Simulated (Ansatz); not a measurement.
Results of RPBE in Ansatz (PAW) for chalcopyrite CuInS₂.

Settings: plane-wave cutoff 520 eV, 10×10×10 k mesh, Fermi–Dirac smearing 0.01 eV, no spin polarisation, scalar-relativistic PAW data made under PBE.

The volume scan:

```csv
V (Å³/atom),E − E_lowest (meV/atom),P (GPa)
21.763,6.94,2.546
22.217,1.68,1.202
22.670,0.00,0.008
23.124,1.50,-1.050
23.577,5.83,-1.987
```

Problem. Estimate the bulk modulus from the pressures at 22.217 and 23.124 Å³/atom, and compare it with a fit to all energies.

Solution. B = −V dP/dV. Between V = 22.217 and 23.124 Å³/atom, dP/dV = (-1.050 − (1.202))/(23.124 − 22.217) = -2.48 GPa per Å³/atom; at the midpoint 22.670 Å³/atom this gives B ≈ 56.3 GPa. The third-order Birch–Murnaghan fit gives V0 = 22.674 Å³/atom, B0 = 56.1 GPa, B′ = 5.0, which lies within 1 % of that estimate.

Shape and atoms are relaxed at each volume.

Note: the bulk modulus comes from volumes at which shape and atoms were relaxed.

Spin–orbit coupling is not included.

The computed numbers hold no vibrational or temperature effects.

Ansatz is an electronic-structure program.
